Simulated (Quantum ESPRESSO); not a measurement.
Runs of Quantum ESPRESSO 7.5 on BAs. The structure is cubic, space group F-43m (No. 216). Conventional cell: a = 4.777 Å, b = 4.777 Å, c = 4.777 Å, α = 90.00°, β = 90.00°, γ = 90.00°. As (site symmetry -43m) has 4 B at 2.07 Å as nearest neighbours. Around B (site symmetry -43m) lie 4 As at 2.07 Å. 

```tsv
task	level	potentials or basis	cell	k mesh	form of the LDA correlation	mesh quality	pressure (GPa)
phonons and Raman activities	LDA	GBRV 1.5 LDA	relaxed	4 × 4 × 4, shifted	PZ81	coarse	0.0
dielectric tensor	PBEsol	GBRV 1.5 PBEsol	as given	8 × 8 × 8, shifted	-	not flagged	0.3
dielectric tensor	LDA	GBRV 1.5 LDA	as given	8 × 8 × 8, shifted	PZ81	not flagged	-2.6
dielectric tensor	BLYP	GBRV 1.5 PBE	as given	8 × 8 × 8, shifted	-	not flagged	(a)
dielectric tensor	AM05	GBRV 1.5 PBE	as given	8 × 8 × 8, shifted	-	not flagged	0.0
dielectric tensor	WC	GBRV 1.5 PBE	as given	8 × 8 × 8, shifted	-	not flagged	0.5
```

Alike in all rows: no spin polarisation; cutoff (eV) 612; smearing fermi-dirac 0.05 eV.

Q: Fill in the values left out.

A: (a) 9.2.

Caveats: some runs use coarse meshes; the potentials were made for another functional, which shifts forces and pressure (some runs); the cell is more than 3 GPa from zero pressure, which shifts response properties (some runs).

Runs at the PBE level aren't shown here.
